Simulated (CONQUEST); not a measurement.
# Ge under changes of volume

One of the cells (22.639 Å³/atom); the others are scaled copies at fixed shape and fractional positions:

```
Ge
1.0
     4.00068    0.00000    0.00000
     0.00000    4.00068    0.00000
     0.00000    0.00000    5.65782
Ge
4
Direct
  0.00000 0.50000 0.25000
  0.50000 0.00000 0.75000
  0.00000 0.00000 0.50000
  0.50000 0.50000 0.00000
```

```yaml
Program: CONQUEST 1.3
Functional: PBE
Potentials_or_basis: PseudoDojo NC PBE, DZP, grid of 40 × 40 × 60 points
k_mesh: 7 × 7 × 5
Occupations: fermi-dirac, width 0.05 eV
Spin: no spin polarisation
```

| volume (Å³/atom) | energy over the lowest point (meV/atom) | pressure (GPa) | gap on the mesh (eV) |
| --- | --- | --- | --- |
| 21.281 | 73.69 | 9.8 | 0.44 |
| 21.733 | 48.70 | 7.6 | 0.38 |
| 22.186 | 30.10 | 5.7 | 0.21 |
| 22.639 | 16.29 | 4.2 | none |
| 23.092 | 6.67 | 2.7 | none |
| 23.545 | ? | ? | ? |
| 23.997 | 0.00 | -0.1 | none |

Question: What does the run at 23.545 Å³/atom give?

Answer: Energy over the lowest point 1.05 meV/atom; pressure 1.1 GPa; gap on the mesh none.

Worked out: A Birch-Murnaghan fit of order 3 (a polynomial in V^(-2/3)) to the other rows has its minimum at 24.00 Å³/atom with B0 = V·E''(V) = 60 GPa and B' = 5.3. It gives 1.61 meV/atom at 23.545 Å³/atom, against the run's 1.05, and -dE/dV = 1.2 GPa, against 1.1.

Energies are extrapolated to zero smearing.

Caveats: the basis of atomic orbitals isn't converged, which shifts pressures, moduli and gaps; the real-space grid breaks the cell's symmetry a little (some runs); an odd mesh through Γ misses points on the zone boundary, where band edges often lie (some runs). Spin-orbit coupling on Ge is left out.

A gap of «none» marks a metal or a gap under the smearing width.
